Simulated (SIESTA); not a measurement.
## Zr in SIESTA: convergence with basis size

Input of the first run (basis size SZ); the others differ in this setting and in those tied to it:

Zr.fdf

```
SystemName                      Zirconium
SystemLabel                     Zr
NumberOfSpecies                 1
NumberOfAtoms                   2
%block ChemicalSpeciesLabel
  1  40 Zr
%endblock ChemicalSpeciesLabel

LatticeConstant                 1.0 Ang
%block LatticeVectors
     3.2320000000     0.0000000000     0.0000000000
    -1.6160000000     2.7989941050     0.0000000000
     0.0000000000     0.0000000000     5.1470000000
%endblock LatticeVectors
AtomicCoordinatesFormat         Fractional
%block AtomicCoordinatesAndAtomicSpecies
     0.6621390000     0.3386440000     0.7491820000  1  Zr
     0.3471260000     0.6825800000     0.2445790000  1  Zr
%endblock AtomicCoordinatesAndAtomicSpecies

%block kgrid.MonkhorstPack
    7   0   0  0.0
    0   7   0  0.0
    0   0   4  0.0
%endblock kgrid.MonkhorstPack
XC.Functional                   GGA
XC.Authors                      RPBE
PAO.BasisSize                   SZ
PAO.EnergyShift                 0.003 Ry
Mesh.Cutoff                     800 Ry
OccupationFunction              FD
ElectronicTemperature           0.05 eV
MaxSCFIterations                120
SCF.MustConverge                false
SCF.Mixer.Method                Pulay
SCF.Mixer.Weight                0.25
SCF.Mixer.History               8
SCF.DM.Tolerance                5.0e-05
SCF.H.Tolerance                 1.0e-03 eV
WriteForces                     true
Charge.Mulliken                 end
```

Potentials or basis: PseudoDojo 0.4 standard (PBE files), SZ (energy shift 0.003 Ry).

The run is started by

```bash
$ siesta < Zr.fdf > Zr.out 2>&1
```

The cell isn't the ideal one: atoms moved at random, drawn with an rms of 0.05 Å.

Hardware: 1 thread of Arm Neoverse V1 (shared host).

Problem. The values tried are SZ, SZP, DZ, DZP, DZDP, TZP, TZDP, TZTP, loosest first. From which on does the pressure stay within 0.1 GPa of the tightest run that finished?

Solution. From TZP on.

```tsv
basis size	energy less the tightest run, at zero smearing (meV/atom)	pressure (GPa)	largest force (eV/Å)	SCF cycles	CPU time (s)	peak memory (GiB)
SZ	995.20	-4.58	0.137	5	17	0.25
SZP	241.27	5.81	0.105	7	43	0.32
DZ	95.95	2.49	0.134	9	35	0.28
DZP	41.76	3.45	0.113	9	70	0.35
DZDP	19.20	3.41	0.108	9	95	0.39
TZP	21.29	3.25	0.105	8	94	0.39
TZDP	5.13	3.27	0.103	9	130	0.43
TZTP	0.00	3.29	0.101	9	190	0.48
```

Against the tightest run, the largest force stays within 0.005 eV/Å from TZP on. Not settled before the last step: the energy (to 1 meV/atom). The tightest run that finished is the yardstick and may itself not be fully converged.

Caveat, for the tightest run too: the potentials were made for another functional, which shifts forces and pressure; the basis of atomic orbitals isn't converged, which shifts pressures, moduli and gaps.
